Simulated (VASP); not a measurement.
## KCl: single point with PBEsol

Crystal: KCl.

```
K Cl
1.0
     3.73536    0.00000    0.00000
     0.00000    3.73536    0.00000
     0.00000    0.00000    3.73536
K Cl
1 1
Direct
  0.00000 0.00000 0.00000
  0.50000 0.50000 0.50000
```

Measurements of this composition are mostly on another form, of space group No. 225.

| Item | Value |
| --- | --- |
| Program | VASP 6.6.1 |
| Task | single point |
| Functional | PBEsol |
| Potentials or basis | VASP PAW PBE potentials, release 64 (K_sv, Cl) |
| Cutoff | 520 eV |
| k mesh | 6 × 6 × 6 |
| Occupations | gaussian, width 0.05 eV |
| Spin | no spin polarisation |
| Dipole correction | no |
| Further INCAR settings | ALGO = Fast; EDIFF = 1e-07; NBANDS = 15 |

| Property | Result |
| --- | --- |
| Pressure | 0.1 GPa |
| Band gap on the k mesh | 4.96 eV, indirect (least direct gap 5.19 eV) |

Levels at points of the mesh, in eV from the valence-band top:
```csv
k point,band 5,band 6,band 7,band 8,band 9,band 10,band 11,band 12
"(0.00, 0.00, 0.00)",-11.19,-0.22,-0.22,-0.22,4.96,6.35,6.35,10.84
"(0.50, 0.00, 0.00)",-11.03,-2.04,-0.26,-0.26,7.85,7.92,8.59,10.01
"(0.50, 0.50, 0.00)",-11.12,-1.35,-1.35,0.00,6.09,7.25,8.93,8.93
"(0.50, 0.50, 0.50)",-11.41,-1.55,-1.55,-1.55,8.91,8.91,8.91,10.19
```

It took 8.6 s on 1 thread of Intel(R) Xeon(R) 6975P-C (Granite Rapids) (shared host), peak memory 0.15 GiB.

Caveat: the PAW data sets were made with another functional, which shifts forces and pressure a little. A k mesh can miss the band edges.
